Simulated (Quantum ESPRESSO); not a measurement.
**AlN: zone-centre phonons under several settings**

```
Al N
1.0
     3.11300    0.00000    0.00000
    -1.55650    2.69594    0.00000
     0.00000    0.00000    4.98100
Al N
2 2
Direct
  0.66667 0.33333 0.50000
  0.33333 0.66667 0.00000
  0.66667 0.33333 0.88000
  0.33333 0.66667 0.38000
```

All runs used Quantum ESPRESSO 7.5; relaxed cell; no spin polarisation; cutoff 1143 eV; occupations smeared at first, fixed for the response.

```tsv
level	potentials	k mesh (s: shifted)	volume (Å³/atom)	lowest optical mode without the field (cm⁻¹)	highest optical mode without the field (cm⁻¹)	sum of the Born charges (e)
PBEsol	PseudoDojo 0.4.1 SR PBEsol standard	4 × 4 × 2s	?	?	?	?
PBE+D2	PseudoDojo 0.4.1 SR PBE standard	6 × 6 × 4s	10.51	228	726	-0.02
```

Question: What stands in the row left open?

Answer: Volume 10.45 Å³/atom; lowest optical mode without the field 237 cm⁻¹; highest optical mode without the field 716 cm⁻¹; sum of the Born charges -0.25 e.

Caveats: some runs use coarse meshes.

For the row left open. Caveat: the k mesh is coarse (spacing up to 0.63 Å⁻¹), so the values aren't converged; the mesh is thin for the dielectric tensor, Born charges and intensities, which usually come out too large; the Born charges break their sum rule by 0.25 e, a sign of too thin a mesh.
